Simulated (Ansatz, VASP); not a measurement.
Two plane-wave programs on Li

Contents of INCAR:

```
SYSTEM = Li
PREC = Accurate ; ENCUT = 600
EDIFF = 1E-7 ; ISMEAR = -1
SIGMA = 0.1 ; LREAL = .FALSE.
LASPH = .TRUE. ; NELM = 60
ALGO = Fast ; ISIF = 3
LWAVE = .FALSE. ; LCHARG = .FALSE.
GGA = RP ; IBRION = 2
NSW = 80 ; EDIFFG = -0.01
```

KPOINTS

```
regular mesh
0
G
  9 9 9
  0 0 0
```

POSCAR

```
Li
1.0
    0.0000000000      3.0783766346      3.0783766346
    3.0783766346      0.0000000000      3.0783766346
    3.0783766346      3.0783766346      0.0000000000
Li
2
Direct
    0.1250000000      0.1250000000      0.1250000000
    0.8750000000      0.8750000000      0.8750000000
```

Input for Ansatz:

```yaml
crystal:
  lattice:
    - [0.0, 3.0783766346, 3.0783766346]
    - [3.0783766346, 0.0, 3.0783766346]
    - [3.0783766346, 3.0783766346, 0.0]
  atoms:
    - { symbol: Li, position: [0.125, 0.125, 0.125] }
    - { symbol: Li, position: [0.875, 0.875, 0.875] }
hamiltonian:
  xc: rpbe
  pseudopotentials:
    kind: paw
    azcp:
      Li: "pseudopotentials/Li.paw.azcp"
basis:
  ecutwfc: 420
  fft_grid_basis: typed
kpoints:
  mp_grid: { grid: [9, 9, 9], shift: [0, 0, 0] }
magnetization:
  spin_polarized: false
scf:
  occupations: { method: fermi_dirac, width: 0.1 }
relax:
  max_steps: 60
  f_tol: 0.01
  cell: {}
```

The cell was built by a generator and needn't be a form met in nature.

Alike in both runs: task relaxation of cell and atoms; functional RPBE; k mesh 9 × 9 × 9; occupations fermi-dirac, width 0.1 eV; no spin polarisation.

|  | VASP | Ansatz |
| --- | --- | --- |
| version | VASP 6.6.1 | Ansatz 0.2.0 |
| potentials or method | VASP PAW PBE potentials, release 64 (Li_sv) | plane waves (420 eV) with PAW, scalar-relativistic |
| plane-wave cutoff (eV) | 600 | 420 |
| valence electrons in the cell | 6 | 6 |

|  | VASP | Ansatz | Ansatz less VASP |
| --- | --- | --- | --- |
| relaxed volume (Å³/atom) | 26.27 | 27.05 | +0.780 |
| relaxed cell length with the largest relative difference (Å) | 4.204 | 4.245 | +0.0412 |
| energy change over the relaxation (meV/atom) | -5 | -2 | +2.4 |

Caveats: the cutoff is under 1.25 times the usual one of these potentials, so pressure, stress and relaxed cells hold a basis-set (Pulay) error (VASP); the PAW data sets were made with another functional, which shifts forces and pressure a little (VASP).
